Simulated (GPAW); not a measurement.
Crystal: Ge.

```
Ge
1.0
     3.99759    0.00000    0.00000
    -1.99879    3.46201    0.00000
     0.00000    0.00000    6.59938
Ge
4
Direct
  0.33333 0.66667 0.93710
  0.66667 0.33333 0.43710
  0.33333 0.66667 0.56290
  0.66667 0.33333 0.06290
```

This isn't the form of Ge at room conditions, which is diamond.

Base run:

```yaml
Program: GPAW 26.7.0
Functional: TB-mBJ
Potentials_or_basis: GPAW PAW data sets for LDA (gpaw-data 1.2.1)
Cutoff: 600 eV
Basis: pw
k_mesh: 6 × 6 × 4
Occupations: fermi-dirac, width 0.05 eV
Spin: no spin polarisation
```

Its results: band gap on the k mesh 0.46 eV, direct.

Task: The run is repeated on the same cell with these changes: functional from TB-mBJ to r2SCAN; potentials or basis from GPAW PAW data sets for LDA (gpaw-data 1.2.1) to GPAW PAW data sets (gpaw-data 1.2.1). What comes out?

Result: Band gap on the k mesh 0.09 eV, direct.

Caveats: a model potential gives levels but no total energy (some runs).
